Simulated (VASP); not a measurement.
# Te (P3_121) in VASP: further runs

One crystal, Te, is run at these levels: PBE, LDA, HSE06, HSE03; tasks: evGW0 quasiparticle levels, G0W0 quasiparticle levels, band structure.

Everything below comes from runs of VASP 6.6.1. Logs are shortened: lines on timing, memory, paths and dates and some standing lists are left out, and cuts for length are marked.

### 1 The crystal as given

Symmetry: P3_121, No. 152, trigonal system. Conventional cell: a = 4.454 Å, b = 4.454 Å, c = 5.924 Å, α = 90.00°, β = 90.00°, γ = 120.00°. Te (site symmetry 2) has 2 Te at 2.86 Å as nearest neighbours.

### 2 EvGW0 quasiparticle levels, PBE

File POSCAR:

```
Te
1.0
    4.4540000000      0.0000000000      0.0000000000
   -2.2270000000      3.8572771485      0.0000000000
    0.0000000000      0.0000000000      5.9240000000
Te
3
Direct
    0.7310000000      0.7310000000      0.0000000000
    0.0000000000      0.2690000000      0.6666666667
    0.2690000000      0.0000000000      0.3333333333
```

File INCAR.step1:

```
SYSTEM = Te
  PREC = Accurate
  ENCUT = 500
  EDIFF = 1E-8
  ISMEAR = 0
  SIGMA = 0.01
  LREAL = .FALSE.
  LASPH = .TRUE.
  NELM = 80
  ALGO = Normal
  LWAVE = .TRUE.
  LCHARG = .FALSE.
  GGA = PE
  KPAR = 4
```

File INCAR.step2:

```
SYSTEM = Te
  PREC = Accurate
  ENCUT = 500
  EDIFF = 1E-8
  ISMEAR = 0
  SIGMA = 0.01
  LREAL = .FALSE.
  LASPH = .TRUE.
  NELM = 1
  ALGO = Exact
  LWAVE = .TRUE.
  LCHARG = .FALSE.
  GGA = PE
  NBANDS = 312
  LOPTICS = .TRUE.
  ISTART = 1
  KPAR = 4
```

File INCAR.step3:

```
SYSTEM = Te
  PREC = Accurate
  ENCUT = 500
  EDIFF = 1E-8
  ISMEAR = 0
  SIGMA = 0.01
  LREAL = .FALSE.
  LASPH = .TRUE.
  ALGO = EVGW0
  LWAVE = .FALSE.
  LCHARG = .FALSE.
  GGA = PE
  NELMGW = 4
  NBANDS = 312
  ENCUTGW = 120
  NOMEGA = 50
  PRECFOCK = Fast
  ISTART = 1
  NBANDSGW = 17
  KPAR = 4
```

File KPOINTS:

```
regular mesh
0
G
  4 4 2
  0 0 0
```

Potentials or basis: VASP PAW PBE potentials, release 64 (Te_GW).

Run with:

```sh
$ cat potpaw_PBE.64/Te_GW/POTCAR > POTCAR
$ cp INCAR.step1 INCAR
$ mpirun -np 4 vasp_std > vasp.out
$ cp INCAR.step2 INCAR
$ mpirun -np 4 vasp_std > vasp.out
$ cp INCAR.step3 INCAR
$ mpirun -np 4 vasp_std > vasp.out
```

OUTCAR:

```text
SYSTEM = Te
   PREC = Accurate
   ENCUT = 500
   EDIFF = 1E-8
   ISMEAR = 0
   LREAL = .FALSE.
   LASPH = .TRUE.
   GGA = PE
   NELMGW = 4
   ENCUTGW = 120
   PRECFOCK = Fast
   ISTART = 1

 ion  position               nearest neighbor table
   1  0.731  0.731  0.000-   3 2.86   2 2.86   3 3.47   2 3.47   2 3.47   3 3.47
   2  0.000  0.269  0.667-   1 2.86   3 2.86   1 3.47   1 3.47   3 3.47   3 3.47
   3  0.269  0.000  0.333-   1 2.86   2 2.86   1 3.47   1 3.47   2 3.47   2 3.47

  LATTYP: Found a hexagonal cell.
 ALAT       =     4.4540000000
 C/A-ratio  =     1.3300404131

  Lattice vectors:

 A1 = (   4.4540000000,   0.0000000000,   0.0000000000)
 A2 = (  -2.2270000000,   3.8572771485,   0.0000000000)
 A3 = (   0.0000000000,   0.0000000000,   5.9240000000)

Analysis of symmetry for initial positions (statically):
=====================================================================
 Subroutine PRICEL returns:
 Original cell was already a primitive cell.

 Routine SETGRP: Setting up the symmetry group for a
 hexagonal supercell.

 Subroutine GETGRP returns: Found  6 space group operations
 (whereof  2 operations were pure point group operations)
 out of a pool of 24 trial point group operations.

The static configuration has the point symmetry C_2 .
 The point group associated with its full space group is D_3 .

Analysis of symmetry for dynamics (positions and initial velocities):
=====================================================================
 Subroutine PRICEL returns:
 Original cell was already a primitive cell.

 Routine SETGRP: Setting up the symmetry group for a
 hexagonal supercell.

 Subroutine GETGRP returns: Found  6 space group operations
 (whereof  2 operations were pure point group operations)
 out of a pool of 24 trial point group operations.

The dynamic configuration has the point symmetry C_2 .
 The point group associated with its full space group is D_3 .

 Subroutine INISYM returns: Found  6 space group operations
 (whereof  2 operations are pure point group operations),
 and found     1 'primitive' translations

----------------------------------------------------------------------------------------

                                     Primitive cell

  volume of cell :     101.7762

  direct lattice vectors                    reciprocal lattice vectors
     4.454000000  0.000000000  0.000000000     0.224517288  0.129625117  0.000000000
    -2.227000000  3.857277149  0.000000000     0.000000000  0.259250233  0.000000000
     0.000000000  0.000000000  5.924000000     0.000000000  0.000000000  0.168804862

  length of vectors
     4.454000000  4.454000000  5.924000000     0.259250233  0.259250233  0.168804862

  position of ions in fractional coordinates (direct lattice)
     0.731000000  0.731000000  0.000000000
     0.000000000  0.269000000  0.666666667
     0.269000000  0.000000000  0.333333333

  ion indices of the primitive-cell ions
   primitive index   ion index
                 1           1
                 2           2
                 3           3

----------------------------------------------------------------------------------------

 KPOINTS: regular mesh

Automatic generation of k-mesh.
 Grid dimensions read from file:
 generate k-points for:    4    4    2

 Generating k-lattice:

  Cartesian coordinates                     Fractional coordinates (reciprocal lattice)
     0.056129322  0.032406279  0.000000000     0.250000000  0.000000000  0.000000000
     0.000000000  0.064812558  0.000000000     0.000000000  0.250000000  0.000000000
     0.000000000  0.000000000  0.084402431     0.000000000  0.000000000  0.500000000

  Length of vectors
     0.064812558  0.064812558  0.084402431

  Shift w.r.t. Gamma in fractional coordinates (k-lattice)
     0.000000000  0.000000000  0.000000000

 Subroutine IBZKPT returns following result:
 ===========================================

 Found      8 irreducible k-points:

 Following reciprocal coordinates:
            Coordinates               Weight
  0.000000  0.000000  0.000000      1.000000
  0.250000  0.000000  0.000000      6.000000
  0.500000  0.000000  0.000000      3.000000
  0.250000  0.250000  0.000000      6.000000
  0.000000  0.000000  0.500000      1.000000
  0.250000  0.000000  0.500000      6.000000
  0.500000  0.000000  0.500000      3.000000
  0.250000  0.250000  0.500000      6.000000
   k-points           NKPTS =      8   k-points in BZ     NKDIM =     32   number of bands    NBANDS=    312
   number of dos      NEDOS =    301   number of ions     NIONS =      3
   total plane-waves  NPLWV =  49152
   dimension x,y,z NGX =    32 NGY =   32 NGZ =   48
   dimension x,y,z NGXF=    64 NGYF=   64 NGZF=   96
   ions per type =               3
   NGX,Y,Z   is equivalent  to a cutoff of  11.94, 11.94, 13.47 a.u.
   NGXF,Y,Z  is equivalent  to a cutoff of  23.89, 23.89, 26.94 a.u.
 SYSTEM =  Te
   PREC   = accura    normal or accurate (medium, high low for compatibility)
   ISTART =      1    job   : 0-new  1-cont  2-samecut
   ICHARG =      0    charge: 1-file 2-atom 10-const
   ISPIN  =      1    spin polarized calculation?
   LNONCOLLINEAR =      F non collinear calculations
   LSORBIT =      F    spin-orbit coupling
   LASPH  =      T    aspherical Exc in radial PAW
   ENCUT  =  500.0 eV  36.75 Ry    6.06 a.u.   8.12  8.12 10.80*2*pi/ulx,y,z
   NELM   =     60;   NELMIN=  2; NELMDL=  0     # of ELM steps
   EDIFF  = 0.1E-07   stopping-criterion for ELM
   LREAL  =      F    real-space projection
   EDIFFG = 0.1E-06   stopping-criterion for IOM
   NSW    =      0    number of steps for IOM
   IBRION =     -1    ionic relax: 0-MD 1-quasi-New 2-CG
   NFREE  =      0    steps in history (QN), initial steepest desc. (CG)
   ISIF   =      0    stress and relaxation
   ISYM   =      3    0-nonsym 1-usesym 2-fastsym
   POTIM  = 0.5000    time-step for ionic-motion
   TEBEG  =    0.0;   TEEND  =   0.0 temperature during run
   PSTRESS=    0.0 pullay stress
   NELECT =      18.0000    total number of electrons
   NUPDOWN=      -1.0000    fix difference up-down
   EMIN   =  10.00;   EMAX   =-10.00  energy-range for DOS
   EFERMI =   0.00;   METHOD = LEGACY
   ISMEAR =     0;   SIGMA  =   0.01  broadening in eV -4-tet -1-fermi 0-gaus
   EFERMI_NEDOS =   21; number of points for ismear=-14 and -15
   IALGO  =     38    algorithm
   IMIX   =      4    mixing-type and parameters
     AMIX     =   0.40;   BMIX     =  1.00
     AMIX_MAG =   1.60;   BMIX_MAG =  1.00
  volume/ion in A,a.u.               =      33.93       228.94
  Fermi-wavevector in a.u.,A,eV,Ry     =   0.918933  1.736531 11.489263  0.844437
  Thomas-Fermi vector in A             =   2.044070
   LORBIT       =      0    0 simple, 1 ext, 2 COOP (PROOUT), +10 PAW based schemes
   GGA     = PE    functional components
   LHFCALC =     T    Hartree Fock is set to
   PRECFOCK=fast      Normal, Fast or Accurate (Low or Medium for compatibility)
   ENCUT4O =  -1.0   cutoff for four orbital integrals eV
   NKREDX  =     1    reduce k-point grid by
   NKREDY  =     1    reduce k-point grid by
   NKREDZ  =     1    reduce k-point grid by
   AEXX    =    1.0000 exact exchange contribution
   HFSCREEN=    0.0000 screening length (either q_TF or 0.3 A-1)
   HFSCREENC=   0.0000 screening length for correlation (either q_TF or 0.3 A-1)
   ENCUTFOCK=  -1.0 apply spherical cutoff to Coloumb kernel
   IVDW    =     0    specifies the selected vdW correction
   LEPSILON=     F    determine dielectric tensor
   LRPA    =     F    only Hartree local field effects (RPA)
   LRPAFORCE           =     F    calculate RPA forces
   ENCUTGW             = 120.0    cutoff for response function in eV
   ENCUTGWSOFT         =  96.0    soft cutoff for Coulomb kernel in GW response function in eV
   ENCUTLF             =  -1.0    cutoff for local field effects
   NELMGW              =     4    number of iterations in solving QP/BSE equation
   NELMHF              =     1    number of iterations in the inner HF iteration
   NKREDLFX            =     1    NKREDLFY  =   1   NKREDLFZ  =   1
 non-spin polarized calculation
 Gauss-broadening in eV      SIGMA  =   0.01
  energy-cutoff  :      500.00
  volume of cell :      101.78
 maximum number of plane-waves:      2610
  NGX = 18; NGY = 18; NGZ = 24
   NGX = 17   NGY = 17   NGZ = 21
 maximum number of plane-waves:       310
 NGX is ok and might be reduce to    18

 QP shifts <psi_nk| G(iteration)W_0 |psi_nk>: iteration 1
 for sc-GW calculations column KS-energies equals QP-energies in previous step
 and V_xc(KS)=  KS-energies - (<T + V_ion + V_H > + <T+V_H+V_ion>^1  + <V_x>^1)

 k-point   1 :       0.0000    0.0000    0.0000
  band No.  KS-energies  QP-energies   sigma(KS)   V_xc(KS)     V^pw_x(r,r')   Z            occupation Imag(sigma)

      1      -7.6566      -7.5805     -10.6850     -10.8110     -17.6900       0.6046       2.0000       1.2618
      2      -4.3568      -4.4544     -11.4377     -11.2904     -16.5340       0.6627       2.0000       0.8339
      3      -4.3568      -4.4544     -11.4377     -11.2904     -16.5340       0.6627       2.0000       0.8339
      4       2.8986       2.5468     -10.9030     -10.4046     -12.7590       0.7060       2.0000       0.1882
      5       3.2075       2.9239     -11.1521     -10.7564     -12.5921       0.7170       2.0000       0.1492
      6       3.2075       2.9239     -11.1521     -10.7564     -12.5921       0.7170       2.0000       0.1492
[... 9 lines left out ...]
     16      12.3033      12.1285      -8.8443      -8.6101      -3.9699       0.7464       0.0000      -0.2017
     17      12.3033      12.1285      -8.8443      -8.6101      -3.9699       0.7464       0.0000      -0.2017

 k-point   2 :       0.2500    0.0000    0.0000
  band No.  KS-energies  QP-energies   sigma(KS)   V_xc(KS)     V^pw_x(r,r')   Z            occupation Imag(sigma)

      1      -7.2527      -7.2158     -10.8562     -10.9171     -17.5872       0.6064       2.0000       1.1536
      2      -4.5468      -4.6349     -11.4479     -11.3141     -16.6349       0.6581       2.0000       0.8323
      3      -4.2518      -4.3420     -11.5243     -11.3881     -16.5425       0.6622       2.0000       0.7954
      4       1.3551       1.0054     -10.3658      -9.8618     -13.1722       0.6939       2.0000       0.3753
      5       2.0762       1.7559     -10.7373     -10.2799     -12.9643       0.7005       2.0000       0.2525
      6       2.5665       2.2204     -10.7010     -10.2057     -12.9408       0.6989       2.0000       0.2455
[... 9 lines left out ...]
     16      13.2099      13.0966      -9.2274      -9.0763      -4.0748       0.7503       0.0000      -0.2959
     17      13.7377      13.6593      -8.5339      -8.4305      -3.3517       0.7582       0.0000      -0.3441

 k-point   3 :       0.5000    0.0000    0.0000
  band No.  KS-energies  QP-energies   sigma(KS)   V_xc(KS)     V^pw_x(r,r')   Z            occupation Imag(sigma)
[... 595 lines left out ...]
      1      -6.2283      -6.2345     -11.3002       5.0620     -17.2841       0.6255       2.0000       0.8934
      2      -5.8684      -5.8743     -11.4020       5.5243     -17.1692       0.6357       2.0000       0.8570
      3      -4.2056      -4.2106     -11.3296       7.1165     -16.3074       0.6705       2.0000       0.8295
      4      -0.2037      -0.2094     -10.0422       9.8303     -13.4504       0.6968       2.0000       0.5734
      5       1.8486       1.8437     -10.8663      12.7079     -12.9643       0.7056       2.0000       0.2338
      6       1.9068       1.9018     -10.6300      12.5298     -12.8044       0.7026       2.0000       0.2471
[... 9 lines left out ...]
     16      14.2228      14.2220      -8.8356      23.0573      -3.6289       0.7530       0.0000      -0.3147
     17      14.9426      14.9417      -8.3910      23.3324      -2.7493       0.7522       0.0000      -0.4404

 k-point   8 :       0.2500    0.2500    0.5000
  band No. old QP-enery  QP-energies   sigma(KS)   T+V_ion+V_H  V^pw_x(r,r')   Z            occupation Imag(sigma)

      1      -6.1514      -6.1575     -11.3147       5.1536     -17.2557       0.6296       2.0000       0.8908
      2      -6.0032      -6.0092     -11.3417       5.3290     -17.1983       0.6331       2.0000       0.8815
      3      -4.0694      -4.0744     -11.4350       7.3582     -16.3091       0.6716       2.0000       0.7852
      4       0.3227       0.3171     -10.2697      10.5844     -13.3219       0.6967       2.0000       0.4524
      5       0.7415       0.7360     -10.1521      10.8857     -13.1129       0.6969       2.0000       0.4300
      6       1.0720       1.0666     -10.3832      11.4474     -13.1344       0.6971       2.0000       0.3603
[... 9 lines left out ...]
     16      12.4183      12.4168      -8.4040      20.8203      -3.3793       0.7419       0.0000      -0.2114
     17      14.7765      14.7755      -8.9920      23.7672      -3.4374       0.7454       0.0000      -0.4221
```

It took 5.3 min on 4 MPI ranks of Intel Xeon Platinum 8559C (Emerald Rapids), shared host; peak memory 1.5 GiB.

What came out:

```yaml
Band_gap_on_the_k_mesh_mean-field_level: 0.67 eV, indirect (least direct gap 0.94 eV)
Quasiparticle_gap: 0.91 eV
Least_direct_quasiparticle_gap: 1.23 eV
```

Levels at points of the mesh, in eV from the valence-band top:
```
           k point  band 6  band 7  band 8  band 9  band 10  band 11  band 12  band 13
(0.00, 0.00, 0.00)   -2.55   -1.48   -1.48   -0.65     1.21     1.21     1.80     5.20
(0.50, 0.00, 0.00)   -3.39   -3.32   -0.83   -0.61     1.05     1.10     3.15     3.92
(0.00, 0.00, 0.50)   -2.47   -1.13   -0.83   -0.83     0.67     0.68     0.68     4.24
(0.50, 0.00, 0.50)   -3.43   -2.26   -1.92    0.00     0.94     2.15     2.76     4.76
```

Quasiparticle gap after each update of the energies (eV): 0.88, 0.91, 0.91, 0.91

Caveat: the k mesh is coarse (spacing up to 0.53 Å⁻¹), so the values aren't converged; bands, screening cutoff and mesh are small and nothing is extrapolated, so the quasiparticle values aren't converged; spin-orbit coupling is left out, which moves the levels of the heavy elements.

(Continued in part 2 of 3.)
